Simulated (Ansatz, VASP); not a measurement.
Au in VASP and in Ansatz

Contents of INCAR:

```
ALGO = Normal
EDIFF = 1E-6
ENCUT = 520
GGA = PS
ISIF = 2
ISMEAR = -1
LASPH = T
LCHARG = T
LELF = T
LREAL = F
LVHAR = T
LWAVE = F
NBANDS = 18
NELM = 80
PREC = Accurate
SIGMA = 0.1
```

File KPOINTS:

```
k-points
0
Gamma
  14 14 8
```

File POSCAR:

```
Au
1.0
    2.8644931134      0.0000000000      0.0000000000
   -1.4322465567      2.4807238052      0.0000000000
    0.0000000000      0.0000000000      4.7899162086
Au
2
Direct
    0.3333333333      0.6666666667      0.2500000000
    0.6666666667      0.3333333333      0.7500000000
```

Input for Ansatz:

```yaml
crystal:
  lattice:
    - [2.8644931134, 0.0, 0.0]
    - [-1.4322465567, 2.4807238052, 0.0]
    - [0.0, 0.0, 4.7899162086]
  atoms:
    - { symbol: Au, position: [0.3333333333, 0.6666666667, 0.25] }
    - { symbol: Au, position: [0.6666666667, 0.3333333333, 0.75] }
hamiltonian:
  xc: pbesol
  pseudopotentials:
    kind: paw
    azcp:
      Au: "pseudopotentials/Au.paw.azcp"
basis:
  ecutwfc: 420
  fft_grid_basis: typed
kpoints:
  mp_grid: { grid: [14, 14, 8], shift: [0, 0, 0] }
magnetization:
  spin_polarized: false
scf:
  occupations: { method: fermi_dirac, width: 0.1 }
  lower_state_search: "off"
output:
  stress: true
```

Alike in both runs: task single point; functional PBEsol; k mesh 14 × 14 × 8; occupations fermi-dirac, width 0.1 eV; no spin polarisation.

|  | VASP | Ansatz |
| --- | --- | --- |
| version | VASP 6.6.1 | Ansatz 0.2.0 |
| potentials or method | VASP PAW PBE potentials, release 64 (Au) | plane waves (420 eV) with PAW, scalar-relativistic |
| plane-wave cutoff (eV) | 520 | 420 |
| valence electrons in the cell | 22 | 38 |

```csv
,VASP,Ansatz,Ansatz less VASP
pressure (GPa),-0.1,0.1,+0.28
largest component of the traceless stress (GPa),0.10,0.12,+0.022
```

The two sets of potentials don't hold the same shells in valence. Ansatz warned: «pseudo_functional_mismatch».

Caveats: the PAW data sets were made with another functional, which shifts forces and pressure a little (VASP). The runs have no spin-orbit coupling, so splittings on Au are missing.
